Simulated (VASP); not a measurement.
A run of VASP 6.6.1 is set up as follows.

File INCAR:

```
PREC = Accurate
ENCUT = 520
EDIFF = 1E-6
ISMEAR = 0
SIGMA = 0.02
LREAL = F
LASPH = T
NELM = 100
ALGO = Normal
ISIF = 2
LWAVE = F
LCHARG = F
GGA = PE
NBANDS = 26
```

KPOINTS

```
Automatic mesh
0
Gamma
  9 9 6
```

Contents of POSCAR:

```
ZnO
1.0
    3.2794860218      0.0000000000      0.0000000000
   -1.6397430109      2.8401182063      0.0000000000
    0.0000000000      0.0000000000      5.2932739833
Zn O
2 2
Direct
    0.3333333333      0.6666666667      0.4999685891
    0.6666666667      0.3333333333     -0.0000314109
    0.6666666667      0.3333333333      0.3790414109
    0.3333333333      0.6666666667      0.8790414109
```

Potentials or basis: VASP PAW PBE potentials, release 64 (Zn, O).

Command:

```bash
$ cat potpaw_PBE.64/Zn/POTCAR potpaw_PBE.64/O/POTCAR > POTCAR
$ mpirun -np 1 vasp_std > vasp.out
```

Predict the band gap on the k mesh.

0.73 eV, direct.

Predict the pressure.

0.9 GPa.
